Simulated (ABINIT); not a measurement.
# Quasiparticle gap of LiCl (Fm-3m) in ABINIT, part 2 of 3

Aim: the G0W0 gap of LiCl (Fm-3m) on PBE, step by step.

ABINIT 10.8.3; PBE and many-body steps on it, plane waves. Known limits of the many-body steps: not at the basis limit.

So far. Step 2 (Ground state): The gap is direct, at Γ.

## Step 3: Bands along the symmetry lines

Level of this step: DFT, PBE, plane waves, norm-conserving pseudopotentials (ABINIT).

Levels along a band path, at the cheap level, show where the edges lie and whether the meshes to come will hold them.

Contents of run.abi:

```
acell 3*1.0 Angstrom
rprim 
  0.000000000000 2.571500000000 2.571500000000
  2.571500000000 0.000000000000 2.571500000000
  2.571500000000 2.571500000000 -0.000000000000
ntypat 2
znucl 3 17
natom 2
typat 1 2
xred 
  0.000000000000 0.000000000000 0.000000000000
  0.500000000000 0.500000000000 0.500000000000
pp_dirpath "pseudos"
pseudos "Li.upf, Cl.upf"
ecut 33
iscf -2
irdden 1
kptopt 0
nkpt 50
kpt 
  0.00000000 0.00000000 0.00000000
  0.06250000 0.00000000 0.06250000
  0.12500000 0.00000000 0.12500000
  0.18750000 0.00000000 0.18750000
  0.25000000 0.00000000 0.25000000
  0.31250000 0.00000000 0.31250000
  0.37500000 0.00000000 0.37500000
  0.43750000 0.00000000 0.43750000
  0.50000000 0.00000000 0.50000000
  0.51562500 0.03125000 0.51562500
  0.53125000 0.06250000 0.53125000
  0.54687500 0.09375000 0.54687500
  0.56250000 0.12500000 0.56250000
  0.57812500 0.15625000 0.57812500
  0.59375000 0.18750000 0.59375000
  0.60937500 0.21875000 0.60937500
  0.62500000 0.25000000 0.62500000
  0.37500000 0.37500000 0.75000000
  0.32812500 0.32812500 0.65625000
  0.28125000 0.28125000 0.56250000
  0.23437500 0.23437500 0.46875000
  0.18750000 0.18750000 0.37500000
  0.14062500 0.14062500 0.28125000
  0.09375000 0.09375000 0.18750000
  0.04687500 0.04687500 0.09375000
  0.00000000 0.00000000 0.00000000
  0.06250000 0.06250000 0.06250000
  0.12500000 0.12500000 0.12500000
  0.18750000 0.18750000 0.18750000
  0.25000000 0.25000000 0.25000000
  0.31250000 0.31250000 0.31250000
  0.37500000 0.37500000 0.37500000
  0.43750000 0.43750000 0.43750000
  0.50000000 0.50000000 0.50000000
  0.50000000 0.46875000 0.53125000
  0.50000000 0.43750000 0.56250000
  0.50000000 0.40625000 0.59375000
  0.50000000 0.37500000 0.62500000
  0.50000000 0.34375000 0.65625000
  0.50000000 0.31250000 0.68750000
  0.50000000 0.28125000 0.71875000
  0.50000000 0.25000000 0.75000000
  0.50000000 0.21875000 0.71875000
  0.50000000 0.18750000 0.68750000
  0.50000000 0.15625000 0.65625000
  0.50000000 0.12500000 0.62500000
  0.50000000 0.09375000 0.59375000
  0.50000000 0.06250000 0.56250000
  0.50000000 0.03125000 0.53125000
  0.50000000 0.00000000 0.50000000
istwfk *1
nband 15
nbdbuf 5
tolwfr 1e-07
nstep 50
prtwf 0
prtvol 0
indata_prefix "in"
outdata_prefix "out"
tmpdata_prefix "tmp"
```

Started as:

```bash
OMP_NUM_THREADS=1 mpirun -n 8 abinit run.abi > log
```

Numbers of over 12 decimals in the logs are rounded to 6 here.

The program printed:

```text
.Version 10.8.3 of ABINIT. v10.8.2 released Aug 2026.

 Symmetries : space group Fm -3 m (#225); Bravais cF (face-center cubic)
[... echo of the input left out ...]
== DATASET  1 ==================================================================
-   mpi_nproc: 8, omp_nthreads: 1 (-1 if OMP is not activated)

--- !DatasetInfo
iteration_state: {dtset: 1, }
dimensions: {natom: 2, nkpt: 50, mband: 15, nsppol: 1, nspinor: 1, nspden: 1, mpw: 2120, }
cutoff_energies: {ecut:  33.0, pawecutdg:  -1.0, }
electrons: {nelect:   1.00000000E+01, charge:   0.00000000E+00, occopt:   1.00000000E+00, tsmear:   1.00000000E-02, }

 Real(R)+Recip(G) space primitive vectors, cartesian coordinates (Bohr,Bohr^-1):
 R(1)=  0.0000000  4.8594307  4.8594307  G(1)= -0.1028927  0.1028927  0.1028927
 R(2)=  4.8594307  0.0000000  4.8594307  G(2)=  0.1028927 -0.1028927  0.1028927
 R(3)=  4.8594307  4.8594307  0.0000000  G(3)=  0.1028927  0.1028927 -0.1028927
 Unit cell volume ucvol=  2.2950185E+02 bohr^3
 Angles (23,13,12)=  6.00000000E+01  6.00000000E+01  6.00000000E+01 degrees

 getcut: wavevector=  0.0000  0.0000  0.0000  ngfft=  36  36  36
         ecut(hartree)=     33.000   => boxcut(ratio)=   2.02572

--- Pseudopotential description ------------------------------------------------
- Li Generated using ONCVPSP code by D. R. Hamann
-  3.00000   3.00000  171031                  znucl, zion, pspdat
12 -101130 1 -1 1944                          pspcod,pspxc,lmax,lloc,mmax
     nproj     2     2     0
  pspatm : epsatm=    2.74360059
         --- l  ekb(1:nproj) -->
             0   -4.951544   -1.544797
             1   -2.250661   -0.474685
 pspatm: atomic psp has been read  and splines computed

- Cl Generated using ONCVPSP code by D. R. Hamann
- 17.00000   7.00000  171031                  znucl, zion, pspdat
12 -101130 2 -1 1028                          pspcod,pspxc,lmax,lloc,mmax
     nproj     2     2     2
  pspatm : epsatm=    9.12776517
         --- l  ekb(1:nproj) -->
             0    8.139296    0.698720
[...]
pspatm: atomic psp has been read  and splines computed

--------------------------------------------------------------------------------

================================================================================
 prteigrs : about to open file out_EIG
 Non-SCF case, kpt    1 (  0.00000  0.00000  0.00000), residuals and eigenvalues=
  5.01E-08  5.71E-08  5.16E-08  6.50E-08  3.46E-08  1.46E-08  6.70E-08  1.26E-08
  6.49E-08  8.23E-08  3.27E-08  3.09E-08  1.17E-08  2.70E-08  5.79E-08
 -1.5911E+00 -4.8424E-01  7.0745E-03  7.0745E-03  7.0745E-03  2.3803E-01
  4.4044E-01  4.4044E-01  4.4044E-01  5.3331E-01  5.3331E-01  5.3967E-01
[...]
Non-SCF case, kpt    2 (  0.06250  0.00000  0.06250), residuals and eigenvalues=
  5.52E-08  8.23E-09  2.78E-08  6.70E-08  4.80E-08  3.78E-08  3.24E-08  8.66E-08
[...]
9.78E-08  1.64E-08  8.35E-08  3.72E-08  3.96E-08  2.92E-08  4.46E-08  2.31E-08
  9.96E-08  7.76E-08  1.21E-07  4.53E-08  2.15E-07  5.82E-08  9.14E-08
[...]
Non-SCF case, kpt   49 (  0.50000  0.03125  0.53125), residuals and eigenvalues=
[...]
Non-SCF case, kpt   50 (  0.50000  0.00000  0.50000), residuals and eigenvalues=
[...]
-1.5910E+00 -4.5496E-01 -9.7790E-02 -3.2782E-02 -3.2782E-02  2.9430E-01
  3.1055E-01  4.6171E-01  5.2386E-01  5.2386E-01  6.1356E-01  6.6566E-01
[...]
--- !ResultsGS
iteration_state: {dtset: 1, }
comment   : Summary of ground state results
lattice_vectors:
- [  0.0000000,   4.8594307,   4.8594307, ]
- [  4.8594307,   0.0000000,   4.8594307, ]
- [  4.8594307,   4.8594307,  -0.0000000, ]
lattice_lengths: [   6.87227,    6.87227,    6.87227, ]
lattice_angles: [ 60.000,  60.000,  60.000, ] # degrees, (23, 13, 12)
lattice_volume:   2.2950185E+02
convergence: {deltae:  0.000E+00, res2:  0.000E+00, residm:  9.955E-08, diffor:  0.000E+00, }
etotal    :  -2.37369020E+01
entropy   :   0.00000000E+00
fermie    :   7.07449410E-03
cartesian_stress_tensor: null
pressure_GPa: null
xred      :
- [  0.0000E+00,   0.0000E+00,   0.0000E+00, Li]
- [  5.0000E-01,   5.0000E-01,   5.0000E-01, Cl]
cartesian_forces: null
force_length_stats: {min: null, max: null, mean: null, }

 Integrated electronic density in atomic spheres:
 ------------------------------------------------
 Atom  Sphere_radius  Integrated_density
[...]
================================================================================

 ----iterations are completed or convergence reached----

 Mean square residual over all n,k,spin=   47.344E-09; max=  99.553E-09
 reduced coordinates (array xred) for    2 atoms
       0.000000000000      0.000000000000      0.000000000000
       0.500000000000      0.500000000000      0.500000000000

 cartesian coordinates (angstrom) at end:
    1      0.000000     0.000000     0.000000
    2      2.571500     2.571500     2.571500
 length scales=  1.889726125908  1.889726125908  1.889726125908 bohr
              =  1.000000000000  1.000000000000  1.000000000000 angstroms
 prteigrs : about to open file out_EIG
 Eigenvalues (hartree) for nkpt=  50  k points:
 kpt#   1, nband= 15, wtk=  1.00000, kpt=  0.0000  0.0000  0.0000 (reduced coord)
[...]
kpt#   2, nband= 15, wtk=  1.00000, kpt=  0.0625  0.0000  0.0625 (reduced coord)
[...]
kpt#   3, nband= 15, wtk=  1.00000, kpt=  0.1250  0.0000  0.1250 (reduced coord)
[...]
kpt#  49, nband= 15, wtk=  1.00000, kpt=  0.5000  0.0313  0.5313 (reduced coord)
  -1.59101   -0.45498   -0.09730   -0.03362   -0.03273    0.29540    0.31216    0.46020
   0.51564    0.52487    0.62132    0.66472    0.66571    0.77878    0.87324
 kpt#  50, nband= 15, wtk=  1.00000, kpt=  0.5000  0.0000  0.5000 (reduced coord)
  -1.59101   -0.45496   -0.09779   -0.03278   -0.03278    0.29430    0.31055    0.46171
   0.52386    0.52386    0.61356    0.66566    0.66566    0.77786    0.87625

== END DATASET(S) ==============================================================
================================================================================

 -outvars: echo values of variables after computation  --------
            nband          15
             nkpt          50
          spgroup         225
 [... the other variables as echoed above ...]

 Calculation completed.
```

The job ended after 5.9 s (8 MPI ranks of Arm Neoverse N1, shared host; peak memory 0.47 GiB).

This step gave:

```yaml
gap: 6.282 eV
k_of_the_valence_top: 0.0469, 0.0469, 0.0938
k_of_the_conduction_bottom: 0, 0, 0
least_direct_gap: 6.285 eV
```

The gap is 6.282 eV, −0.002 eV from the run before at this level.

Electronic bands along the path, in eV, zero at the top of the highest filled band; v1 is the highest filled band, c1 the lowest empty one:

| point | v4 | v3 | v2 | v1 | c1 | c2 | c3 | c4 |
| --- | --- | --- | --- | --- | --- | --- | --- | --- |
| Γ | -13.37 | 0.00 | 0.00 | 0.00 | 6.28 | 11.79 | 11.79 | 11.79 |
| halfway | -13.01 | -1.49 | -0.58 | -0.58 | 8.48 | 9.49 | 9.68 | 12.42 |
| X | -12.57 | -2.86 | -1.09 | -1.09 | 7.81 | 8.26 | 12.37 | 14.06 |
| halfway | -12.58 | -2.75 | -1.31 | -1.01 | 7.94 | 8.69 | 12.06 | 13.04 |
| U | -12.60 | -2.45 | -1.76 | -0.82 | 8.04 | 9.86 | 11.37 | 11.65 |
| jump to K | -12.60 | -2.45 | -1.76 | -0.82 | 8.04 | 9.86 | 11.37 | 11.65 |
| halfway | -13.00 | -1.69 | -0.85 | -0.09 | 7.91 | 10.03 | 10.29 | 10.78 |
| Γ | -13.37 | 0.00 | 0.00 | 0.00 | 6.28 | 11.79 | 11.79 | 11.79 |
| halfway | -13.11 | -1.56 | -0.14 | -0.14 | 7.18 | 10.60 | 10.60 | 10.89 |
| L | -12.81 | -2.78 | -0.25 | -0.25 | 6.74 | 9.43 | 9.43 | 12.89 |
| halfway | -12.70 | -2.51 | -1.29 | -0.57 | 8.17 | 9.25 | 10.46 | 11.65 |
| W | -12.58 | -2.09 | -2.09 | -1.05 | 9.46 | 10.08 | 10.36 | 10.36 |
| halfway | -12.58 | -2.65 | -1.42 | -1.07 | 8.29 | 8.90 | 11.76 | 12.07 |
| X | -12.57 | -2.86 | -1.09 | -1.09 | 7.81 | 8.26 | 12.37 | 14.06 |

The electronic bands as a text plot (rows in eV, shown from -8.0 to 11.9 only):

```
   11.5 |++++     +      ++      +++++++++++ ++       ++    ++
   10.6 |  +++             ++++++++++    ++++         +++++++
    9.8 |    +++++       ++   +++            +++++++++   ++++
    9.0 |       ++     ++                           +++++  ++++
    8.2 |     +++++++++++++++++++                     +      ++++
    7.3 |  +++                   ++++      +++++    ++
    6.5 |++                          ++++++     ++++
    5.7 |
    4.8 |
    4.0 |
    3.2 |
    2.4 |
    1.5 |
    0.7 |
   -0.1 |*****              **************************
   -1.0 |    ***************  *******      *        *************
   -1.8 |     ****      *********           ***        *******
   -2.6 |         *********                    **********  ******
   -3.4 |
   -4.3 |
   -5.1 |
   -5.9 |
   -6.8 |
   -7.6 |
         Γ           X  U|K            Γ         L        W     X
```

## Step 4: Empty states on the mesh, 6×6×6 mesh, 876 bands

The sums over transitions need many empty states on a uniform mesh; this step solves for them.

Contents of run.abi:

```
acell 3*1.0 Angstrom
rprim 
  0.000000000000 2.571500000000 2.571500000000
  2.571500000000 0.000000000000 2.571500000000
  2.571500000000 2.571500000000 -0.000000000000
ntypat 2
znucl 3 17
natom 2
typat 1 2
xred 
  0.000000000000 0.000000000000 0.000000000000
  0.500000000000 0.500000000000 0.500000000000
pp_dirpath "pseudos"
pseudos "Li.upf, Cl.upf"
ecut 33
ngkpt 6 6 6
nshiftk 1
shiftk 0 0 0
kptopt 1
chksymbreak 0
irdden 1
istwfk *1
nband 876
prtvol 0
optdriver 6
gwr_task "HDIAGO"
paral_kgb 0
occopt 1
indata_prefix "in"
outdata_prefix "out"
tmpdata_prefix "tmp"
```

The program printed:

```text
[banner, memory and clock lines left out]
.Version 10.8.3 of ABINIT. v10.8.2 released Aug 2026.

 Symmetries : space group Fm -3 m (#225); Bravais cF (face-center cubic)
[... echo of the input left out ...]
== DATASET  1 ==================================================================
-   mpi_nproc: 8, omp_nthreads: 1 (-1 if OMP is not activated)

--- !DatasetInfo
iteration_state: {dtset: 1, }
dimensions: {natom: 2, nkpt: 16, mband: 876, nsppol: 1, nspinor: 1, nspden: 1, mpw: 2092, }
cutoff_energies: {ecut:  33.0, pawecutdg:  -1.0, }
electrons: {nelect:   1.00000000E+01, charge:   0.00000000E+00, occopt:   1.00000000E+00, tsmear:   1.00000000E-02, }

.Using double precision arithmetic; gwpc =  8

- Reading GS density from: in_DEN

--- Pseudopotential description ------------------------------------------------
- Li Generated using ONCVPSP code by D. R. Hamann
-  3.00000   3.00000  171031                  znucl, zion, pspdat
12 -101130 1 -1 1944                          pspcod,pspxc,lmax,lloc,mmax
     nproj     2     2     0
  pspatm : epsatm=    2.74360059
         --- l  ekb(1:nproj) -->
             0   -4.951544   -1.544797
             1   -2.250661   -0.474685
 pspatm: atomic psp has been read  and splines computed

- Cl Generated using ONCVPSP code by D. R. Hamann
- 17.00000   7.00000  171031                  znucl, zion, pspdat
12 -101130 2 -1 1028                          pspcod,pspxc,lmax,lloc,mmax
     nproj     2     2     2
  pspatm : epsatm=    9.12776517
         --- l  ekb(1:nproj) -->
             0    8.139296    0.698720
             1    3.821713    1.107519
             2   -2.938609   -0.805455
 pspatm: atomic psp has been read  and splines computed

   1.18713658E+02                                ecore*ucvol(ha*bohr**3)

 Total charge density [el/Bohr^3]
)     Maximum=    2.7819E+00  at reduced coord.    0.0000    0.0000    0.0000
)     Minimum=    3.4706E-03  at reduced coord.    0.2500    0.2500    0.2500
   Integrated=    1.0000E+01

 === KS gaps after direct diagonalization ===
 Direct band gap semiconductor
 Fundamental gap:     6.285 (eV)
   VBM:     0.193 (eV) at k: [ 0.0000E+00,  0.0000E+00,  0.0000E+00]
   CBM:     6.477 (eV) at k: [ 0.0000E+00,  0.0000E+00,  0.0000E+00]
 Direct gap:         6.285 (eV) at k: [ 0.0000E+00,  0.0000E+00,  0.0000E+00]

== END DATASET(S) ==============================================================

 -outvars: echo values of variables after computation  --------
           etotal      0.0000000000E+00
            nband         876
             nkpt          16
          spgroup         225
 [... the other variables as echoed above ...]

 Calculation completed.
```

It took 34 s on 8 MPI ranks; peak memory 2.5 GiB; 4.5 min of CPU time.

Numbers from this step:

| Item | Value |
| --- | --- |
| gap | 6.285 eV |
| k of the valence top | 0, 0, 0 |
| k of the conduction bottom | 0, 0, 0 |
| least direct gap | 6.285 eV |
| k points computed | 16 |
| lowest point of the top converged band, above the valence top | 472.6882 eV |

On this mesh the gap is 6.285 eV.

## Step 5: Screening, 6×6×6 mesh, 406 bands, screening to 359.2 eV

The RPA dielectric matrix is built and inverted for each q.

This step: RPA screening on PBE, plane waves, norm-conserving pseudopotentials.

run.abi, as its differences from that of step 4:

```diff
@@ -20,10 +20,11 @@
 chksymbreak 0
-irdden 1
 istwfk *1
-nband 876
-prtvol 0
-optdriver 6
-gwr_task "HDIAGO"
-paral_kgb 0
 occopt 1
+irdwfk 1
+optdriver 3
+nband 406
+ecuteps 13.2
+inclvkb 2
+awtr 1
+symchi 1
 indata_prefix "in"
```

The program printed:

```text
.Version 10.8.3 of ABINIT. v10.8.2 released Aug 2026.

 Symmetries : space group Fm -3 m (#225); Bravais cF (face-center cubic)
[... echo of the input left out ...]
== DATASET  1 ==================================================================
-   mpi_nproc: 8, omp_nthreads: 1 (-1 if OMP is not activated)

--- !DatasetInfo
iteration_state: {dtset: 1, }
dimensions: {natom: 2, nkpt: 16, mband: 406, nsppol: 1, nspinor: 1, nspden: 1, mpw: 2092, }
cutoff_energies: {ecut:  33.0, pawecutdg:  -1.0, }
electrons: {nelect:   1.00000000E+01, charge:   0.00000000E+00, occopt:   1.00000000E+00, tsmear:   1.00000000E-02, }

 SCREENING: Calculation of the susceptibility and dielectric matrices

 Based on a program developped by R.W. Godby, V. Olevano, G. Onida, and L. Reining.
 Incorporated in ABINIT by V. Olevano, G.-M. Rignanese, and M. Torrent.
.Using double precision arithmetic ; gwpc =  8

[... cell and pseudopotentials left out ...]
--------------------------------------------------------------------------------

 ==== K-mesh for the wavefunctions ====
 Number of points in the irreducible wedge :    16
[... list of points left out ...]
 Together with 48 symmetry operations and time-reversal symmetry
 yields   216 points in the full Brillouin Zone.

 ==== Q-mesh for the screening function ====
 Number of points in the irreducible wedge :    16
[... list of points left out ...]
 Together with 48 symmetry operations and time-reversal symmetry
 yields   216 points in the full Brillouin Zone.

 setmesh: FFT mesh size selected  =    30x   30x   30
          total number of points  =        27000

 vcoul_init : cutoff-mode = AUXILIARY_FUNCTION
 q-points for optical limit:   1
     1)      0.000010    0.000020    0.000030

- screening: taking advantage of time-reversal symmetry
- Maximum band index for partially occupied states nbvw = 5
- Remaining bands to be divided among processors   nbcw = 401
- Number of bands treated by each node ~50

 Number of electrons calculated from density =   10.0000; Expected =   10.0000
 average of density, n =  0.043573
 r_s =    1.7629
 omega_plasma =   20.1355 [eV]

 calculating chi0 at frequencies [eV] :
  1    0.000000E+00    0.000000E+00
  2    0.000000E+00    2.013550E+01

--------------------------------------------------------------------------------
  q-point number  1        q = ( 0.000000, 0.000000, 0.000000) [r.l.u.]
--------------------------------------------------------------------------------
[... chi0 elements left out ...]
 For q-point:  0.000010 0.000020 0.000030
  dielectric constant =   2.7539
  dielectric constant without local fields =   3.2522

  Average fulfillment of the sum rule on Im[epsilon] for q-point    1 :     94.50  [%]
[... wings left out ...]
  q-point number  2        q = ( 0.166667, 0.000000, 0.000000) [r.l.u.]
--------------------------------------------------------------------------------
[... chi0 elements left out ...]
  Average fulfillment of the sum rule on Im[epsilon] for q-point    2 :     95.32  [%]

 [... 14 further q-points ...]
```

It took 22 min on 8 MPI ranks; peak memory 5 GiB; 2.9 h of CPU time.

This step gave:

| Property | Result |
| --- | --- |
| ε∞ with local fields, on this mesh, along the program's q direction | 2.754 |
| the same without local fields | 3.252 |
| plasma frequency | 20.14 eV |
| plane waves in the screening matrix | 531 |

Local fields lower ε∞ by 15 %.

(Part 2 of 3 ends here.)

[Paths, hosts, dates, memory and timing lines, banners, echoed tables and standing remarks are left out of the program output.]

[Logs are printed without paths, hosts, clocks, repeated set-up lines and the standing remarks that a program may print on its own settings, such as how far it seeks lower states.]

[Runs of the session that timed out or met a known fault of the program may be left out.]

[Hosts, paths, dates, database ids (printed as entryN), source tags and the programs' standing remarks are cut or masked in the printed files.]

[G0W0 gaps are taken among the corrected bands and points alone; a level outside them can change the order at an edge.]

[Where Ansatz stands beside ABINIT at settings called matched, ABINIT's density can come from a denser mesh and the files from another edition; pairs whose starting gaps differed by over 0.03 eV were left out, so agreement reads better than it is.]
